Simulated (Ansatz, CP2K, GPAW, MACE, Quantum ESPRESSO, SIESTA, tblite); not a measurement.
## Codes compared on generalised stacking fault on (110) of a KCl-RbCl solid solution (80 atoms)

Wanted: errors and costs of other methods on generalised stacking fault on (110) of a KCl-RbCl solid solution (80 atoms). A plane-wave run serves as the reference.

Main program and level: Ansatz 0.2.0; Kohn-Sham DFT, PBE, PAW, plane waves.

## Step 1: Set-up

The cell holds 80 atoms: 13 Rb, 40 Cl and 27 K. Cell: a = 7.339 Å, b = 10.379 Å, c = 26.265 Å, α = 90.0°, β = 82.6°, γ = 90.0°. CsCl-type KCl lattice (a = 3.6697 Å, the value set for the mixture), cell with z along [110], 2 x 2 x 5 periods; the third cell vector is tilted by 0.917 of [001] and lengthened by 0.1 Å, so the cell holds one fault; displaced by a Gaussian of 0.01 Å; 13 of 40 K sites given to Rb at random (lattice constant by Vegard's rule between KCl and RbCl). Then every atom was moved at random, 0.02 Å r.m.s. a Cartesian component. The structure's axis is c.

## Step 2: Reference: Ansatz, plane waves

The PAW files are the set soft_2.

input.yaml reads:

```yaml
crystal:
  lattice:
    - [7.3394, 0.0, 0.0]
    - [0.0, 10.37948, 0.0]
    - [3.36387, 0.0, 26.0487]
  atoms:
    - { symbol: Rb, position: [0.5417, 0.00245, 0.99491] }
    - { symbol: Cl, position: [0.20548, 0.999, 0.09956] }
    - { symbol: K, position: [0.04401, 0.00026, 0.99682] }
    - { symbol: Cl, position: [0.70697, 0.99849, 0.10081] }
    [... 70 atom lines left out ...]
    - { symbol: K, position: [0.08893, 0.25014, 0.8962] }
    - { symbol: Cl, position: [0.2918, 0.25104, 0.99605] }
    - { symbol: K, position: [0.59086, 0.74894, 0.89554] }
    - { symbol: Cl, position: [0.79308, 0.75235, 0.99677] }
    - { symbol: Rb, position: [0.09481, 0.74954, 0.89576] }
    - { symbol: Cl, position: [0.29487, 0.75252, 0.9958] }
kpoints:
  mp_grid: { grid: [1, 1, 1] }
hamiltonian:
  xc: pbe
scf:
  occupations: { method: fermi_dirac, width: 0.05 }
output:
  forces: true
  eigenvalues: true
  populations: true
  stress: true
```

Started as:

```console
$ ansatz run input.yaml --threads 8 --pin off --max-ram 15872MiB --backend cpu --events-out ev --progress --plain --runs-dir out
```

Numbers of over 12 decimals in the logs are rounded to 6 here.

The log of the run:

```text
[...]
Pseudopotentials: kind: paw
Pseudopotential: Rb, paw, valence charge 9, recommended cutoff 420 eV (normal), Rb.paw.azcp
Pseudopotential: Cl, paw, valence charge 7, recommended cutoff 420 eV (normal), Cl.paw.azcp
Pseudopotential: K, paw, valence charge 9, recommended cutoff 420 eV (normal), K.paw.azcp
[...]
Crystal: 80 atoms, lattice volume = 1984.368 Å³
Basis set: ecut = 420 eV, 38787 PW (Γ), exchange–correlation on 100×144×360 points (8 copies of the dense FFT grid, shifted against one another)
Bands: 400, of which v1, the nominal top of the filled ones, is band 320 counted from 1 (319 counted from 0)
Symmetry: 1 space group operations
Space group: P1 (ITA 1), of the structure as read, at distance tolerance 1.3e-4 Å
k-points: 1
[...]
Initial density: superposition of atomic densities (neutral atoms: chi_scale 0, normalization atom), corrected by the library's trained network
Initial wavefunctions: pseudopotential atomic-orbital guess
[...]
SCF iter   1: F=—  HF=-127318.270261 eV  |F-HF|=—  |Δ(HF+E_count)|=         —  Δρ=1.79e-3  dr2=6.94e-2  ethr=1.77e-3  ⟨swp⟩=11.0  Hψ=2165  notcnv=0  defer=28
preconditioner: auto → Resta (q_TF=auto, 2.259 Å⁻¹)  ε∞=2.9  [insulator: Δε(μ)=5.548 eV  Ē_g=14.163 eV  σ=0.050 eV  W_gap=1.00  n_scr=394 (ndim 8)  ℏωp=19.7 eV  f_vac=0.000  D(μ)=0.00/eV (n_scr^D=0)  ε∞_Penn≈2.9]
[...]
SCF iter   6: F=—  HF=-127318.228104 eV  |F-HF|=—  |Δ(HF+E_count)|=   4.69e-4  Δρ=3.73e-6  dr2=3.09e-7  ethr=6.36e-10  ⟨swp⟩=2.0  Hψ=648  notcnv=0  defer=43
SCF iter   7: F=-127318.228104 eV  HF=-127318.228104 eV  |F-HF|=1.06e-8  |Δ(HF+E_count)|=   2.85e-7  Δρ=1.02e-6  dr2=2.10e-8  ethr=1.56e-11  ⟨swp⟩=14.0  Hψ=2022  notcnv=0
SCF 1 converged in 7 iterations: F = -127318.228104 eV  dr2 = 2.10e-8
[...]
SCF converged after 7 iterations
Free energy (F): -127318.228104 eV
Harris-Foulkes:  -127318.228104 eV  (|F-HF|=1.06e-8)
Internal energy: -127318.228104 eV  (E = F + TS)
E sigma→0 (E₀):  -127318.228104 eV
Fermi energy:    6.534155 eV
--- Per-component energies (eV) ---
[...]
Σ components = -127318.228104   (vs F -127318.228104, Δ=0.00e0)
--- Forces (eV/Å), atoms counted from 1 ---
  atom   1  Rb     0.04060986    -0.05728655     0.16066232
  atom   2  Cl    -0.17150406    -0.09944809    -0.18987005
  atom   3  K     -0.09591103    -0.01723186     0.04326315
  atom   4  Cl     0.26162681    -0.06395469    -0.17554671
[...]
atom  80  Cl    -0.03985868    -0.17236316     0.15415098
  max |Σ_I F_I| component: 2.06e-5 eV/Å
--- Stress (GPa, compression-positive) ---
        7.114971      -0.004192       0.115555
       -0.004192       4.797432      -0.004279
        0.115555      -0.004279       4.538350
  P = ⅓ Tr σ = 5.4836 GPa (54.836 kbar)
--- Band table (eV) ---
  k-point 0: bands = ["-24.2568", "-24.2502", "-24.2329", "-24.2168", [... 384 levels ...], "12.1353", "12.1490", "12.1642", "12.1779", "12.1814", "12.2188", "12.2368", "12.2573", "12.2716", "12.2865", "12.3004", "12.3118"]
--- Löwdin populations: 80 sites ---
  site symbol       q [e]
     0     Rb      8.1696
     1     Cl      7.7222
     2      K      8.2376
[...]
79     Cl      7.7227
  spilling = 0.004260 (of n_electrons = 640.000000)
```

Elapsed: 13 s, on 8 threads of Arm Neoverse V2, shared host; peak memory 2.4 GiB; 90 s of CPU time.

Numbers from this run:

```
free energy                                      : -127318.2281 eV
free energy per atom                             : -1591.4779 eV/atom
SCF cycles                                       : 7
pressure                                         : 5.484 GPa
r.m.s. force component                           : 0.1115 eV/Å
longest force                                    : 0.3849 eV/Å
Fermi energy                                     : 6.534 eV
gap (highest filled to lowest empty level) : 5.532 eV
spilling of the projection                       : 0.00426
```

Length of the force by element:

```csv
element,coordination,atoms,mean length of the force (eV/Å),spread,least,most
Cl,all,40,0.241,0.0659,0.0883,0.385
K,all,27,0.0892,0.0357,0.0292,0.159
Rb,all,13,0.127,0.0451,0.0427,0.203
```

Löwdin charges by element (they lack the spilled electrons, 0.034 e an atom on average):

```csv
element,coordination,atoms,mean charge (e),spread,least,most
Cl,all,40,-0.722,4.0e-4,-0.723,-0.722
K,all,27,0.775,0.0104,0.754,0.787
Rb,all,13,0.823,0.0092,0.806,0.836
```

The levels nearest the highest filled one (over half full), pooled over k-points and spins:

```csv
level less the highest filled one (eV),occupation
-0.123,2
-0.0806,2
-0.0418,2
-0.0193,2
-0.0188,2
0,2
5.53,0
6.03,0
6.07,0
6.17,0
6.18,0
6.20,0
```

The run ends at a pressure of 5.48 GPa, with forces up to 0.38 eV/Å.

## Step 3: The other programs

The programs:
- CP2K 2026.2: Gaussian basis with GTH pseudopotentials and a plane-wave density; labels give functional, basis (MOLOPT sets; SR short-range, UZH the newer set with its own potentials), grid cutoff/relative cutoff and solver (OT: orbital transformation; TRS4, TC2, SIGN: linear-scaling purification with its sparsity filter), or its built-in tight binding.
- GPAW 26.7.0: PAW with atomic orbitals (LCAO), plane waves or a real-space grid of spacing h.
- MACE: machine-learned potential, published weights.
- Quantum ESPRESSO 7.5: plane waves; labels (QE) give functional, pseudopotential set and cutoffs of waves/density.
- SIESTA 5.4.2: numerical atomic orbitals, whose automatically made sets are far from complete, with PseudoDojo norm-conserving potentials that we converted to its format (checked against plane waves on the same files for H, C, O, Si, Ge and Ca alone); labels give functional, basis size, energy shift and mesh cutoff.
- tblite 0.8.0: extended tight binding, driven from Python.

All use the same cell and atoms; the electronic-structure runs use the same k-mesh, and an electronic temperature of 580 K (0.05 eV) where levels are smeared.

Differences are against the plane-wave reference, forces as r.m.s. over components; share is that over the reference's r.m.s. force, slope the least-squares factor from reference forces to these. Total energies of different programs have different zeros and aren't compared.

```csv
run,"Δ force, r.m.s. (meV/Å)",share (%),slope,Δ pressure (GPa),Δ gap (eV),cores,CPU time,memory (GiB)
reference,-,-,-,-,-,8,90 s,2.4
"CP2K PBE, DZVP-MOLOPT-SR, 300/50 Ry, diagonalisation (coarse)",9.40,8.43,1.080,0.266,0.0055,2,8.8 min,2.2
"CP2K PBE, DZVP-MOLOPT-SR, 420/50 Ry, diagonalisation (coarse)",9.36,8.39,1.080,0.266,0.0055,2,10 min,3.0
"CP2K PBE, DZVP-MOLOPT-SR, 600/50 Ry, diagonalisation",9.24,8.29,1.080,0.266,0.0055,4,11 min,7.1
"CP2K PBE, SZV-MOLOPT-SR, 600/50 Ry, diagonalisation (coarse)",50.0,44.9,1.426,3.44,-0.860,1,6.7 min,5.1
"CP2K PBE, TZVP-MOLOPT (SR for Rb, K), 600/50 Ry, diagonalisation",6.99,6.26,1.060,0.227,-0.0282,4,13 min,7.6
"CP2K PBE, TZVP-UZH, 600/50 Ry, diagonalisation",11.4,10.2,1.098,0.254,-0.0236,4,12 min,7.5
"GPAW PBE, LCAO dzp, h 0.2 Å",42.2,37.8,1.018,-,-0.188,1,7.5 min,2.5
"GPAW PBE, LCAO sz(dzp), h 0.2 Å (coarse)",39.7,35.6,1.182,-,-0.546,1,2.7 min,1.9
"GPAW PBE, LCAO szp(dzp), h 0.2 Å (coarse)",72.9,65.3,1.143,-,-0.434,1,5.2 min,2.3
"GPAW RPBE, LCAO dzp, h 0.2 Å",39.3,35.2,1.084,-,0.122,1,7.5 min,2.5
MACE MP-0b2 small potential,15.4,13.8,1.099,-0.732,-,1,5.4 s,0.67
MACE MP-0b3 medium potential,15.7,14.0,1.116,-0.586,-,1,6.6 s,0.77
MACE MPA-0 medium potential,9.58,8.59,1.045,-0.729,-,1,7.3 s,0.77
"QE PBE, sssp-1.3.0-efficiency, 45/360 Ry",1.26,1.13,1.010,-0.106,-0.0015,4,29 min,5.0
"SIESTA PBE, DZP, shift 0.01 Ry, mesh 100 Ry (coarse)",31.0,27.8,0.963,-0.826,-0.147,1,48 s,0.46
"SIESTA PBE, DZP, shift 0.01 Ry, mesh 300 Ry",30.6,27.4,0.962,-0.835,-0.147,2,3.9 min,1.8
"SIESTA PBE, SZ, shift 0.01 Ry, mesh 300 Ry (coarse)",34.1,30.5,1.089,-2.38,-0.75,1,60 s,0.76
"SIESTA PBE, SZP, shift 0.01 Ry, mesh 300 Ry (coarse)",64.4,57.7,1.001,0.0408,-0.153,1,3.3 min,1.4
tblite GFN1-xTB,177,159,0.836,-4.40,-,1,3.7 s,0.14
tblite IPEA1-xTB,246,220,1.010,-3.31,-,1,3.5 s,0.14
```

Rows marked coarse were listed beforehand as settings not expected to be converged; some can still land near the reference.

Times of the machine-learned potentials are mostly Python's start and the loading of weights.

CPU time is summed over cores on a shared host, where runs went side by side, so it is rough. Symmetry, cutoffs, thresholds, outputs and thread counts weren't matched or tuned between programs; memory under MPI is the largest rank's times the ranks.

Left out of the table, since they converged to an unphysical state: CP2K GFN1-xTB, diagonalisation (forces off by up to 1.7 eV/Å).

Left out of this page: QE PBE, sssp-1.3.0-efficiency, 45/360 Ry (killed or ended with an error).

Mean charges by element (e), by run and scheme:

```csv
run,scheme,Rb,Cl,K
reference,Löwdin,+0.82,-0.72,+0.77
"CP2K PBE, DZVP-MOLOPT-SR, 420/50 Ry, diagonalisation",Mulliken,+0.47,-0.53,+0.55
"CP2K PBE, DZVP-MOLOPT-SR, 600/50 Ry, diagonalisation",Mulliken,+0.47,-0.53,+0.55
"CP2K PBE, TZVP-MOLOPT (SR for Rb, K), 600/50 Ry, diagonalisation",Mulliken,+0.70,-0.88,+0.97
"CP2K PBE, TZVP-UZH, 600/50 Ry, diagonalisation",Mulliken,+0.61,-0.71,+0.75
"SIESTA PBE, DZP, shift 0.01 Ry, mesh 300 Ry",Hirshfeld,+0.24,-0.22,+0.22
tblite GFN1-xTB,Mulliken,+0.76,-0.68,+0.64
tblite IPEA1-xTB,Mulliken,+0.68,-0.46,+0.35
```

The reference's Löwdin charges lack the electrons that the projection spills, 0.034 e an atom on average.

Within one program, basis, potentials and functional, energies share a zero. Each run against its twin at the usual cutoff or grid and solver:

```csv
run,twin,Δ energy (meV/atom),"Δ force, r.m.s. (meV/Å)",CPU time over the twin's
"CP2K PBE, DZVP-MOLOPT-SR, 300/50 Ry, diagonalisation","DZVP-MOLOPT-SR, 600/50 Ry, diagonalisation",-0.0095,1.15,0.82 (this twin ran on 4 cores)
"CP2K PBE, DZVP-MOLOPT-SR, 420/50 Ry, diagonalisation","DZVP-MOLOPT-SR, 600/50 Ry, diagonalisation",-0.0042,0.665,0.94 (this twin ran on 4 cores)
"SIESTA PBE, DZP, shift 0.01 Ry, mesh 100 Ry","DZP, shift 0.01 Ry, mesh 300 Ry",-1.05,3.17,0.21 (this twin ran on 2 cores)
```

## Step 4: What came out

- reference r.m.s. force component: 0.112 eV/Å
- nearest in forces: QE PBE, sssp-1.3.0-efficiency, 45/360 Ry, 1.1 %
- farthest in forces: tblite IPEA1-xTB, 220 %
- cheapest electronic-structure run beside the reference: tblite IPEA1-xTB, 3.5 s of CPU time

In words: PBE on plane waves or a grid with other potentials, cutoffs or grids, coarse settings apart, differs from the reference by 1.1 % (QE PBE, sssp-1.3.0-efficiency, 45/360 Ry) of the r.m.s. force; this holds the reference's own error, so differences of a few per cent don't tell which side is nearer the exact PBE result (QE's 45 Ry are 612 eV, against the reference's 420 eV). The PBE runs in local orbitals, coarse settings apart, differ by 6.3 % (CP2K PBE, TZVP-MOLOPT (SR for Rb, K), 600/50 Ry, diagonalisation) to 38 % (GPAW PBE, LCAO dzp, h 0.2 Å); basis, grid and potentials can all enter. Tight binding differs by 159 % (tblite GFN1-xTB) to 220 % (tblite IPEA1-xTB); it is another model, with fitted parameters of its own, and the xTB methods hold dispersion. Machine-learned potentials differ by 8.6 % (MACE MPA-0 medium potential) to 14 % (MACE MP-0b3 medium potential); they were trained on other programs' data. Rows with another functional or a dispersion term differ by 35 % (GPAW RPBE, LCAO dzp, h 0.2 Å), which mixes the change of model with differences of basis and potentials. IPEA1-xTB was fitted to ionisation energies and electron affinities, not to forces or charges. Runs with settings chosen to be coarse differ by 8.4 % (CP2K PBE, DZVP-MOLOPT-SR, 420/50 Ry, diagonalisation) to 65 % (GPAW PBE, LCAO szp(dzp), h 0.2 Å), their programs' other errors included. Of the electronic-structure runs that take under half the reference's CPU time, tblite GFN1-xTB comes nearest, at 159 % in 3.7 s against 90 s, too far off to be of use; its pressure misses by -4.4 GPa. GPAW PBE, LCAO sz(dzp), h 0.2 Å lies nearer than a larger basis of the same program, likely by a cancellation of errors. CP2K PBE, SZV-MOLOPT-SR, 600/50 Ry, diagonalisation stiffens the forces by a factor of 1.43 while following their directions (correlation 0.995); the slopes of the 6 CP2K runs lie between 1.06 and 1.43. At the same functional, gaps differ from the reference's 5.53 eV by between -0.86 and +0.01 eV. These are spacings on the run's k-points, which needn't hold the band edges. In pressure, CP2K PBE, SZV-MOLOPT-SR, 600/50 Ry, diagonalisation misses by +3.4 GPa, at the same functional. Charges hang on model, scheme and program or settings: among these rows the mean for K runs from +0.22 to +0.97 e. In the reference: filled and empty levels are parted by 5.53 eV at Γ alone; the mesh holds the band edges only if they fold onto it, so the gap at this level can be narrower or closed, while semilocal functionals tend to narrow gaps against experiment. In the reference: mean Löwdin charges: Cl -0.72, K +0.77, Rb +0.82 e (they miss 0.43 % of the electrons, so they add up to more than the cell's charge). Periodic xTB results under one method name differ between programs and library versions. Machine-learned potentials mimic data converged in k, so the reference's own k-point error enters their differences. The host structure and its lattice constant were typed by rule, without a check against the phase diagram. The reference's pressure of 5.5 GPa says that the cell would expand at this level of theory. The electronic-structure runs sample only Γ, in a cell whose shortest periodic width is 7 Å.

[Also dropped from logs without a mark: logging warnings of Python, and SIESTA's first energy breakdown and zero terms.]

[Logs are printed without paths, hosts, clocks, repeated set-up lines and the standing remarks that a program may print on its own settings, such as how far it seeks lower states.]

[Hosts, paths, dates, database ids (printed as entryN), source tags and the programs' standing remarks are cut or masked in the printed files.]
